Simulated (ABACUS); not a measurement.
The system is W.

```
CELL_PARAMETERS angstrom
1.58234 1.58234 1.58234
-1.58234 1.58234 1.58234
-1.58234 -1.58234 1.58234
ATOMIC_POSITIONS crystal
W 0.00000 0.00000 0.00000
```

Base run:

```yaml
Program: ABACUS 3.10.1
Functional: OLYP
Potentials_or_basis: SG15 ONCV 1.2 PBE
Cutoff: 1007 eV
Density_cutoff: 4027 eV
Basis: plane waves
k_mesh: 10 × 10 × 10
Occupations: fermi-dirac, width 0.05 eV
Spin: no spin polarisation
```

Its results: band gap on the k mesh none (metal or under the smearing width); pressure 9.5 GPa.

The run is repeated on the same cell with these changes: functional from OLYP to HCTH407; potentials or basis from SG15 ONCV 1.2 PBE to PseudoDojo NC SR 0.5 PBE standard; valence electrons from 28 to 14. What comes out?

Band gap on the k mesh none (metal or under the smearing width); pressure -6.5 GPa.

Caveats: the potentials were made for another functional, which shifts forces and pressure.

Not every run made on this cell is shown here.
